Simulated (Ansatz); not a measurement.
Input and command of a calculation in Ansatz (plane waves; scalar-relativistic PAW potentials unless the input names others):

```yaml
crystal:
  lattice:
    - [2.8831, 0.0, 0.0]
    - [0.0, 2.8831, 0.0]
    - [0.0, 0.0, 2.738945]
  atoms:
    - { symbol: Ga, position: [0.5, 0.5, 0.5] }
    - { symbol: Co, position: [0.0, 0.0, 0.0] }
kpoints:
  mp_grid: { grid: [16, 16, 16] }
hamiltonian:
  xc: r2scan
scf:
  occupations: { method: gaussian, width: 0.15 }
output:
  forces: true
  eigenvalues: true
  stress: true
```

```bash
ansatz run input.yaml --threads 1 --pin off --max-ram 1228MiB --backend cpu --events-out ev --progress --plain --runs-dir out
```

Abridged log:
```
Basis set: ecut = 500 eV, 577 PW (Γ), exchange–correlation on 96×96×80 points (64 copies of the dense FFT grid, shifted against one another)
Bands: 19, of which v1, the nominal top of the filled ones, is band 15 counted from 1 (14 counted from 0)
Symmetry: 16 space group operations
k-points: 405 of 4096
SCF iter   1: F=—  HF=-8922.068086 eV  |F-HF|=—  |Δ(HF+E_count)|=         —  Δρ=1.44e-2  dr2=1.59e-2  dr2_τ=4.78e-2  ethr=1.77e-3  ⟨swp⟩=4.9  Hψ=31852  notcnv=0
SCF iter   2: F=—  HF=-8922.133765 eV  |F-HF|=—  |Δ(HF+E_count)|=   6.57e-2  Δρ=8.84e-3  dr2=8.78e-3  dr2_τ=2.35e-4  ethr=5.28e-5  ⟨swp⟩=2.0  Hψ=18610  notcnv=0  defer=20
SCF iter   3: F=—  HF=-8922.140725 eV  |F-HF|=—  |Δ(HF+E_count)|=   6.96e-3  Δρ=1.89e-2  dr2=5.50e-2  dr2_τ=3.83e-4  ethr=2.93e-5  ⟨swp⟩=2.0  Hψ=15258  notcnv=0  defer=20  recentre
SCF iter   4: F=—  HF=-8922.133674 eV  |F-HF|=—  |Δ(HF+E_count)|=   7.05e-3  Δρ=4.03e-3  dr2=1.87e-3  dr2_τ=3.31e-5  ethr=2.93e-5  ⟨swp⟩=2.1  Hψ=15258  notcnv=0  defer=20
SCF iter   5: F=—  HF=-8922.133576 eV  |F-HF|=—  |Δ(HF+E_count)|=   9.84e-5  Δρ=1.25e-3  dr2=2.22e-4  dr2_τ=1.27e-6  ethr=6.24e-6  ⟨swp⟩=1.4  Hψ=10168  notcnv=0  defer=20
SCF iter   6: F=—  HF=-8922.133582 eV  |F-HF|=—  |Δ(HF+E_count)|=   6.40e-6  Δρ=2.33e-4  dr2=6.04e-6  dr2_τ=1.45e-6  ethr=7.40e-7  ⟨swp⟩=1.4  Hψ=8099  notcnv=0  defer=20
SCF iter   7: F=—  HF=-8922.133569 eV  |F-HF|=—  |Δ(HF+E_count)|=   1.32e-5  Δρ=2.97e-5  dr2=8.58e-8  dr2_τ=6.26e-9  ethr=3.33e-10  ⟨swp⟩=5.2  Hψ=41935  notcnv=0
SCF iter   8: F=-8922.133569 eV  HF=-8922.133569 eV  |F-HF|=6.68e-10  |Δ(HF+E_count)|=   2.84e-8  Δρ=4.95e-6  dr2=2.97e-9  dr2_τ=3.87e-10  ethr=2.86e-10  ⟨swp⟩=2.6  Hψ=31316  notcnv=0
SCF 1 converged in 8 iterations: F = -8922.133569 eV  dr2 = 2.97e-9
SCF converged after 8 iterations
Free energy (F): -8922.133569 eV
Harris-Foulkes:  -8922.133569 eV  (|F-HF|=6.68e-10)
Internal energy: -8922.119624 eV  (E = F + TS)
E sigma→0 (E₀):  -8922.126596 eV
Entropy (-TS):   -0.013946 eV (-6.973 meV/atom)
Fermi energy:    17.733735 eV
--- Forces (eV/Å), atoms counted from 1 ---
  atom   1  Ga     0.00000000     0.00000000     0.00000000
  atom   2  Co     0.00000000     0.00000000     0.00000000
--- Stress (GPa, compression-positive) ---
       -0.004203       0.000000       0.000000
        0.000000      -0.004203       0.000000
        0.000000       0.000000       7.416196
  P = ⅓ Tr σ = 2.4693 GPa (24.693 kbar)
```

Apart from outputs and empty bands, the input differs from a reference run on usual settings in hamiltonian.xc: "pbesol" → "r2scan"; basis.ecutwfc: 420 → not typed. The reference, at the same geometry (not necessarily relaxed), gave pressure 1.49 GPa, largest force 0.000 eV/Å, no gap on the mesh. This run converged in 8 SCF iterations (reference: 6) with a total energy on another zero, pressure 2.47 GPa, largest force 0.000 eV/Å, no gap on the mesh.